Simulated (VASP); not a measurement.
# SiC (Moissanite 3C) (F-43m) in VASP: settings compared

The runs below take SiC (Moissanite 3C) through single point, relaxation of cell and atoms, with PBE, B3LYP, AM05+D4.

Program: VASP 6.6.1. These are calculated values, not measurements. Logs are shortened: lines on timing, memory, paths and dates and some standing lists are left out, and cuts for length are marked.

**Experimental background.**

From “Insight into the structural, elastic and electronic properties of a new orthorhombic 6O-SiC polytype”, 2020, pmc:7200658, for a bulk crystal of SiC: band gap 2.4 eV (indirect).

The runs below are set against these values where they give the same quantity.

## Step 1: The structure

It takes space group F-43m (No. 216, cubic). Conventional cell: a = 4.358 Å, b = 4.358 Å, c = 4.358 Å, α = 90.00°, β = 90.00°, γ = 90.00°. Si (site symmetry -43m) is surrounded by 4 C at 1.89 Å. C (site symmetry -43m) has 4 Si at 1.89 Å as nearest neighbours.

## Step 2: Single point, PBE

Input file INCAR:

```
ALGO = Fast
EDIFF = 1E-6
ENCUT = 520
GGA = PE
ISIF = 2
ISMEAR = 0
LASPH = T
LCHARG = T
LELF = T
LREAL = F
LVHAR = T
LWAVE = F
NELM = 80
PREC = Accurate
SIGMA = 0.016
```

Input file KPOINTS:

```
k-points
0
Gamma
  10 10 10
```

Input file POSCAR:

```
SiC
1.0
    0.0000000000      2.1790000000      2.1790000000
    2.1790000000      0.0000000000      2.1790000000
    2.1790000000      2.1790000000      0.0000000000
Si C
1 1
Direct
    0.0000000000      0.0000000000      0.0000000000
    0.7500000000      0.7500000000      0.7500000000
```

Potentials or basis: VASP PAW PBE potentials, release 64 (Si, C).

Command:

```sh
cat potpaw_PBE.64/Si/POTCAR potpaw_PBE.64/C/POTCAR > POTCAR
mpirun -np 1 vasp_std > vasp.out
```

OUTCAR:

```text
EDIFF = 1E-6
   ENCUT = 520
   GGA = PE
   ISIF = 2
   ISMEAR = 0
   LASPH = T
   LREAL = F
   NELM = 80
   PREC = Accurate

 ion  position               nearest neighbor table
   1  0.000  0.000  0.000-   2 1.89   2 1.89   2 1.89   2 1.89
   2  0.750  0.750  0.750-   1 1.89   1 1.89   1 1.89   1 1.89

  LATTYP: Found a face centered cubic cell.
 ALAT       =     4.3580000000

  Lattice vectors:

 A1 = (   0.0000000000,   2.1790000000,   2.1790000000)
 A2 = (   2.1790000000,   0.0000000000,   2.1790000000)
 A3 = (   2.1790000000,   2.1790000000,   0.0000000000)

Analysis of symmetry for initial positions (statically):
=====================================================================
 Subroutine PRICEL returns:
 Original cell was already a primitive cell.

 Routine SETGRP: Setting up the symmetry group for a
 face centered cubic supercell.

 Subroutine GETGRP returns: Found 24 space group operations
 (whereof 24 operations were pure point group operations)
 out of a pool of 48 trial point group operations.

The static configuration has the point symmetry T_d .

Analysis of symmetry for dynamics (positions and initial velocities):
=====================================================================
 Subroutine PRICEL returns:
 Original cell was already a primitive cell.

 Routine SETGRP: Setting up the symmetry group for a
 face centered cubic supercell.

 Subroutine GETGRP returns: Found 24 space group operations
 (whereof 24 operations were pure point group operations)
 out of a pool of 48 trial point group operations.

The dynamic configuration has the point symmetry T_d .

 Subroutine INISYM returns: Found 24 space group operations
 (whereof 24 operations are pure point group operations),
 and found     1 'primitive' translations

----------------------------------------------------------------------------------------

                                     Primitive cell

  volume of cell :      20.6920

  direct lattice vectors                    reciprocal lattice vectors
     0.000000000  2.179000000  2.179000000    -0.229463056  0.229463056  0.229463056
     2.179000000  0.000000000  2.179000000     0.229463056 -0.229463056  0.229463056
     2.179000000  2.179000000  0.000000000     0.229463056  0.229463056 -0.229463056

  length of vectors
     3.081571352  3.081571352  3.081571352     0.397441672  0.397441672  0.397441672

  position of ions in fractional coordinates (direct lattice)
     0.000000000  0.000000000  0.000000000
     0.750000000  0.750000000  0.750000000

  ion indices of the primitive-cell ions
   primitive index   ion index
                 1           1
                 2           2

----------------------------------------------------------------------------------------

 KPOINTS: k-points

Automatic generation of k-mesh.
 Grid dimensions read from file:
 generate k-points for:   10   10   10

 Generating k-lattice:

  Cartesian coordinates                     Fractional coordinates (reciprocal lattice)
    -0.022946306  0.022946306  0.022946306     0.100000000  0.000000000  0.000000000
     0.022946306 -0.022946306  0.022946306     0.000000000  0.100000000  0.000000000
     0.022946306  0.022946306 -0.022946306     0.000000000  0.000000000  0.100000000

  Length of vectors
     0.039744167  0.039744167  0.039744167

  Shift w.r.t. Gamma in fractional coordinates (k-lattice)
     0.000000000  0.000000000  0.000000000

 Subroutine IBZKPT returns following result:
 ===========================================

 Found     47 irreducible k-points:

 Following reciprocal coordinates:
            Coordinates               Weight
  0.000000  0.000000  0.000000      1.000000
  0.100000  0.000000  0.000000      8.000000
  0.200000  0.000000  0.000000      8.000000
  0.300000  0.000000  0.000000      8.000000
  0.400000  0.000000  0.000000      8.000000
  0.500000  0.000000  0.000000      4.000000
[... 16 lines left out ...]
  0.300000  0.300000  0.000000      6.000000
  0.400000  0.300000  0.000000     24.000000
 [... further k-points ...]
   k-points           NKPTS =     47   k-points in BZ     NKDIM =     47   number of bands    NBANDS=      8
   number of dos      NEDOS =    301   number of ions     NIONS =      2
   total plane-waves  NPLWV =  13824
   dimension x,y,z NGX =    24 NGY =   24 NGZ =   24
   dimension x,y,z NGXF=    48 NGYF=   48 NGZF=   48
   ions per type =               1   1
   NGX,Y,Z   is equivalent  to a cutoff of  12.95, 12.95, 12.95 a.u.
   NGXF,Y,Z  is equivalent  to a cutoff of  25.90, 25.90, 25.90 a.u.
 SYSTEM =  unknown system
   PREC   = accura    normal or accurate (medium, high low for compatibility)
   ISTART =      0    job   : 0-new  1-cont  2-samecut
   ICHARG =      2    charge: 1-file 2-atom 10-const
   ISPIN  =      1    spin polarized calculation?
   LNONCOLLINEAR =      F non collinear calculations
   LSORBIT =      F    spin-orbit coupling
   LASPH  =      T    aspherical Exc in radial PAW
   ENCUT  =  520.0 eV  38.22 Ry    6.18 a.u.   5.73  5.73  5.73*2*pi/ulx,y,z
   NELM   =     80;   NELMIN=  2; NELMDL= -5     # of ELM steps
   EDIFF  = 0.1E-05   stopping-criterion for ELM
   LREAL  =      F    real-space projection
   EDIFFG = 0.1E-04   stopping-criterion for IOM
   NSW    =      0    number of steps for IOM
   IBRION =     -1    ionic relax: 0-MD 1-quasi-New 2-CG
   NFREE  =      0    steps in history (QN), initial steepest desc. (CG)
   ISIF   =      2    stress and relaxation
   ISYM   =      2    0-nonsym 1-usesym 2-fastsym
   POTIM  = 0.5000    time-step for ionic-motion
   TEBEG  =    0.0;   TEEND  =   0.0 temperature during run
   PSTRESS=    0.0 pullay stress
   NELECT =       8.0000    total number of electrons
   NUPDOWN=      -1.0000    fix difference up-down
   EMIN   =  10.00;   EMAX   =-10.00  energy-range for DOS
   EFERMI =   0.00;   METHOD = LEGACY
   ISMEAR =     0;   SIGMA  =   0.02  broadening in eV -4-tet -1-fermi 0-gaus
   EFERMI_NEDOS =   21; number of points for ismear=-14 and -15
   IALGO  =     68    algorithm
   IMIX   =      4    mixing-type and parameters
     AMIX     =   0.40;   BMIX     =  1.00
     AMIX_MAG =   1.60;   BMIX_MAG =  1.00
  volume/ion in A,a.u.               =      10.35        69.82
  Fermi-wavevector in a.u.,A,eV,Ry     =   1.192626  2.253736 19.352338  1.422357
  Thomas-Fermi vector in A             =   2.328660
   LORBIT       =      0    0 simple, 1 ext, 2 COOP (PROOUT), +10 PAW based schemes
   GGA     = PE    functional components
   LHFCALC =     F    Hartree Fock is set to
   AEXX    =    0.0000 exact exchange contribution
   IVDW    =     0    specifies the selected vdW correction
   LEPSILON=     F    determine dielectric tensor
   LRPA    =     F    only Hartree local field effects (RPA)
 non-spin polarized calculation
 RMM-DIIS sequential band-by-band and
 Gauss-broadening in eV      SIGMA  =   0.02
  energy-cutoff  :      520.00
  volume of cell :       20.69
 maximum number of plane-waves:       568
   NGX = 11   NGY = 11   NGZ = 11

 number of electron       8.0000001 magnetization

 Free energy of the ion-electron system (eV)
  ---------------------------------------------------
  ext. energy  EPLUGINS =         0.00000000
  ---------------------------------------------------
  free energy    TOTEN  =       -15.05771974 eV

  energy without entropy =      -15.05771974  energy(sigma->0) =      -15.05771974

 E-fermi :   8.2538     XC(G=0): -11.3562

 val. band max:        8.1064938441   @ k =   0.0000   0.0000   0.0000
 cond. band min:       9.4639487752   @ k =   0.5000   0.5000   0.0000
 fundamental gap:      1.3574549311
 Fermi energy:         8.2538346700

 k-point     1 :       0.0000    0.0000    0.0000
  band No.  band energies     occupation
      1      -7.2965      2.00000
      2       8.1065      2.00000
      3       8.1065      2.00000
      4       8.1065      2.00000
      5      14.3406      0.00000
      6      15.4145      0.00000
      7      15.4145      0.00000
      8      15.4145      0.00000

 k-point     2 :       0.1000    0.0000    0.0000
  band No.  band energies     occupation
      1      -7.1011      2.00000
      2       7.0982      2.00000
      3       7.9728      2.00000
      4       7.9728      2.00000
      5      14.6019      0.00000
      6      15.6577      0.00000
      7      15.6577      0.00000
      8      15.6889      0.00000

 k-point     3 :       0.2000    0.0000    0.0000
  band No.  band energies     occupation
      1      -6.5237      2.00000
      2       4.9792      2.00000
      3       7.6661      2.00000
      4       7.6661      2.00000
      5      14.3119      0.00000
      6      16.0170      0.00000
      7      16.0170      0.00000
      8      16.8899      0.00000

 k-point     4 :       0.3000    0.0000    0.0000
  band No.  band energies     occupation
      1      -5.6000      2.00000
      2       2.6673      2.00000
      3       7.3502      2.00000
      4       7.3502      2.00000
      5      13.9027      0.00000
      6      15.8793      0.00000
      7      15.8793      0.00000
      8      17.8628      0.00000

 k-point     5 :       0.4000    0.0000    0.0000
  band No.  band energies     occupation
      1      -4.4576      2.00000
      2       0.6141      2.00000
      3       7.1315      2.00000
      4       7.1315      2.00000
      5      13.6321      0.00000
      6      15.5020      0.00000
      7      15.5020      0.00000
      8      18.1539      0.00000
[... 177 lines left out ...]
 k-point    22 :      -0.2000    0.2000    0.0000
  band No.  band energies     occupation
      1      -5.2900      2.00000
      2       3.3067      2.00000
      3       4.8903      2.00000
      4       7.4594      2.00000
      5      14.6694      0.00000
      6      16.1136      0.00000
      7      16.4855      0.00000
      8      17.2672      0.00000

 k-point    23 :       0.3000    0.3000    0.0000
  band No.  band energies     occupation
      1      -5.0242      2.00000
      2       3.7488      2.00000
      3       5.7445      2.00000
      4       5.7445      2.00000
      5      11.2753      0.00000
      6      13.7202      0.00000
      7      19.6413      0.00000
      8      19.6478      0.00000

 k-point    24 :       0.4000    0.3000    0.0000
  band No.  band energies     occupation
      1      -4.1555      2.00000
      2       2.5268      2.00000
      3       4.9556      2.00000
      4       5.4822      2.00000
      5      10.9768      0.00000
      6      13.7316      0.00000
      7      19.7290      0.00000
      8      20.0393      0.00000

 [... further k-points ...]

------------------------ aborting loop because EDIFF is reached ----------------------------------------

  FORCE on cell =-STRESS in cart. coord.  units (eV):
  Direction    XX          YY          ZZ          XY          YZ          ZX
  --------------------------------------------------------------------------------------
  -------------------------------------------------------------------------------------
  Total        0.4150644      0.4150644      0.4150644      0.0000000      0.0000000     -0.0000000
  in kB       32.1384088     32.1384088     32.1384088      0.0000000      0.0000000     -0.0000000
  external PRESSURE =      32.1384088 kB  Pullay stress =       0.0000000 kB

 VOLUME and BASIS-vectors are now :
 -----------------------------------------------------------------------------
  energy-cutoff  :      520.00
  volume of cell :       20.69
      direct lattice vectors                 reciprocal lattice vectors
     0.000000000  2.179000000  2.179000000    -0.229463056  0.229463056  0.229463056
     2.179000000  0.000000000  2.179000000     0.229463056 -0.229463056  0.229463056
     2.179000000  2.179000000  0.000000000     0.229463056  0.229463056 -0.229463056

 POSITION                                       TOTAL-FORCE (eV/Angst)
 -----------------------------------------------------------------------------------
      0.00000      0.00000      0.00000         0.000000      0.000000      0.000000
      3.26850      3.26850      3.26850        -0.000000     -0.000000     -0.000000
 -----------------------------------------------------------------------------------
    total drift:                               -0.000000     -0.000000     -0.000000

  FREE ENERGIE OF THE ION-ELECTRON SYSTEM (eV)
  ---------------------------------------------------
  free  energy   TOTEN  =       -15.0577197358 eV

  energy  without entropy=      -15.0577197358  energy(sigma->0) =      -15.05771974
```

Wall time 3.6 s (1 thread of Intel Xeon 6975P-C (Granite Rapids), shared host); peak memory 0.13 GiB.

What came out:

```yaml
Free_energy: -15.0577 eV
Pressure: 3.2 GPa
Band_gap_on_the_k_mesh: 1.36 eV, indirect (least direct gap 4.54 eV)
```

Levels at points of the mesh, in eV from the valence-band top:
```
           k point  band 1  band 2  band 3  band 4  band 5  band 6  band 7  band 8
(0.00, 0.00, 0.00)  -15.40    0.00    0.00    0.00    6.23    7.31    7.31    7.31
(0.50, 0.00, 0.00)  -11.84   -8.53   -1.05   -1.05    5.43    7.23    7.23   10.05
(0.50, 0.50, 0.00)  -10.39   -7.79   -3.18   -3.18    1.36    4.32   14.04   14.78
```

## Step 3: Relaxation of cell and atoms, B3LYP

POSCAR is that of step 2.

Input file INCAR.step1:

```
SYSTEM = SiC
PREC = Accurate ; ENCUT = 600
EDIFF = 1E-5 ; ISMEAR = -1
SIGMA = 0.05 ; LREAL = .FALSE.
LASPH = .TRUE. ; NELM = 80
ALGO = Normal ; LWAVE = .TRUE.
LCHARG = .FALSE. ; GGA = PE
```

Input file INCAR.step2:

```
SYSTEM = SiC
PREC = Accurate ; ENCUT = 600
EDIFF = 1E-6 ; ISMEAR = -1
SIGMA = 0.05 ; LREAL = .FALSE.
LASPH = .TRUE. ; NELM = 80
ALGO = Normal ; ISIF = 3
LWAVE = .FALSE. ; LCHARG = .FALSE.
GGA = B3 ; LHFCALC = .TRUE.
AEXX = 0.2 ; AGGAX = 0.72
AGGAC = 0.81 ; ALDAC = 0.19
PRECFOCK = Fast ; HFRCUT = -1
IBRION = 2 ; NSW = 40
EDIFFG = -0.02 ; ISTART = 1
```

Input file KPOINTS:

```
regular mesh
0
G
  5 5 5
  0 0 0
```

Potentials or basis: VASP PAW PBE potentials, release 64 (Si, C).

Command:

```sh
cat potpaw_PBE.64/Si/POTCAR potpaw_PBE.64/C/POTCAR > POTCAR
cp INCAR.step1 INCAR
mpirun -np 1 vasp_std > vasp.out
cp INCAR.step2 INCAR
mpirun -np 1 vasp_std > vasp.out
```

Run time: 75 s. Hardware: 1 thread of Intel Xeon 6975P-C (Granite Rapids), shared host; peak memory 0.15 GiB.

Results (log left out):

| Property | Result |
| --- | --- |
| Free energy | -16.5965 eV |
| Relaxed volume | 10.48 Å³/atom |
| Relaxed cell | a = 3.095 Å, b = 3.095 Å, c = 3.095 Å, α = 60.00°, β = 60.00°, γ = 60.00° |
| Space group after relaxing (to 0.05 Å) | F-43m (No. 216) |
| Energy gained by relaxing | 1.2 meV/atom |
| Ionic steps | 3 |
| Pressure after relaxing | 0.0 GPa |
| Band gap on the k mesh | 3.49 eV, indirect (least direct gap 6.64 eV) |

The path:
| step | energy change (eV) | largest force (eV/Å) | pressure (GPa) | volume (Å³) |
| --- | --- | --- | --- | --- |
| 1 | 0.0000 | 0.0000 | 2.89 | 20.69 |
| 2 | 0.0004 | 0.0000 | -2.94 | 21.26 |
| 3 | -0.0024 | 0.0000 | -0.02 | 20.96 |

Final structure:
```
Si C
1.0
     0.00000    2.18837    2.18837
     2.18837    0.00000    2.18837
     2.18837    2.18837    0.00000
Si C
1 1
Direct
  0.00000 0.00000 0.00000
  0.75000 0.75000 0.75000
```

Levels at points of the mesh, in eV from the valence-band top:
```
           k point  band 2  band 3  band 4  band 5  band 6  band 7
(0.00, 0.00, 0.00)    0.00    0.00    0.00    7.94    8.93    8.93
```

Caveat: the k mesh is coarse (spacing up to 0.50 Å⁻¹), so the values aren't converged, least of all with exact exchange; the PAW data sets were made with another functional, which shifts forces and pressure a little; an odd mesh through Γ misses points on the zone boundary, where band edges often lie.

[end of part 1 of 2]
